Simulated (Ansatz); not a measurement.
Ga under changes of volume

One of the cells (18.685 Å³/atom); the others are scaled copies at fixed shape and fractional positions:

```xyz
2
Lattice="1.4500 -4.0650 0.0000 1.4500 4.0650 0.0000 0.0000 0.0000 3.1700" Properties=species:S:1:pos:R:3 pbc="T T T"
Ga    1.4500    2.9837    2.3775
Ga    1.4500   -2.9837    0.7925
```

This isn't the form of Ga at room conditions, which is orthorhombic.

| Quantity | Value |
| --- | --- |
| Program | Ansatz 0.2.0 |
| Functional | PBE |
| Potentials or basis | all-electron LAPW, scalar-relativistic |
| Cutoff | 278 eV (chosen from the basis error) |
| Basis error allowed | 0.0005 eV/atom |
| k mesh | 10 × 10 × 8 |
| Occupations | fermi-dirac, width 0.05 eV |
| Spin | no spin polarisation |

```tsv
volume (Å³/atom)	energy over the lowest point (meV/atom)	pressure (GPa)	largest force (eV/Å)
17.564	25.82	5.5	0.236
17.937	14.61	4.0	0.228
18.311	6.81	2.7	0.220
18.685	?	?	?
19.058	0.00	0.4	0.205
19.432	0.31	-0.5	0.197
19.806	2.71	-1.4	0.189
```

What does the run at 18.685 Å³/atom give?

Energy over the lowest point 2.06 meV/atom; pressure 1.5 GPa; largest force 0.212 eV/Å.

Worked out: A Birch-Murnaghan fit of order 3 (a polynomial in V^(-2/3)) to the other rows has its minimum at 19.19 Å³/atom with B0 = V·E''(V) = 50 GPa and B' = 5.4 at fixed shape and positions, which overstates the stiffness. It gives 2.06 meV/atom at 18.685 Å³/atom, against the run's 2.06, and -dE/dV = 1.4 GPa, against 1.5.

Energies are extrapolated to zero smearing.
